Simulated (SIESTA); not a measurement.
**Cu in SIESTA: convergence with vacuum**

Slab: Cu, a slab with vacuum.

```
Cu
1.0
     2.53076    0.00000    0.00000
    -1.26538    2.19171    0.00000
     0.00000    0.00000   14.26180
Cu
5
Cartesian
  0.0000 0.0000 3.0000
  0.0000 1.4611 5.0655
  0.0000 0.0000 7.1309
  1.2654 0.7306 9.1964
  0.0000 0.0000 11.2618
```

- Program: SIESTA 5.4.2
- Task: single point
- Functional: PBE
- Potentials or basis: PseudoDojo 0.4 standard (PBE files)
- Basis: DZP (energy shift 0.003 Ry; two zetas on semicore shells)
- Grid cutoff: 800 Ry
- Energy shift: 0.003 Ry
- k mesh: 9 × 9 × 1
- Occupations: fermi-dirac, width 0.05 eV
- Spin: no spin polarisation

These are the settings of the first run; the series varies vacuum, with any setting tied to it.

Hardware: 1 thread of Arm Neoverse V1, with other jobs on the host.

Question: The values tried are 6, 8, 10, 12, 15, 20, loosest first. From which on does the largest force stay within 0.005 eV/Å of the tightest run that finished?

Answer: From 8 on.

```
vacuum  energy less the tightest run, at zero smearing (meV/atom)  largest force (eV/Å)  SCF cycles  CPU time (s)  peak memory (GiB)
     6                                                      -2.30                 0.217          14            82               0.38
     8                                                       0.02                 0.206          15            87               0.39
    10                                                       0.02                 0.206          16            91               0.39
    12                                                       0.02                 0.207          16            92                0.4
    15                                                       0.00                 0.202          16            90                0.4
    20                                                       0.00                 0.203          15            85               0.41
```

Against the tightest run, the energy stays within 1 meV/atom from 8 on. The tightest run that finished is the yardstick and may itself not be fully converged.
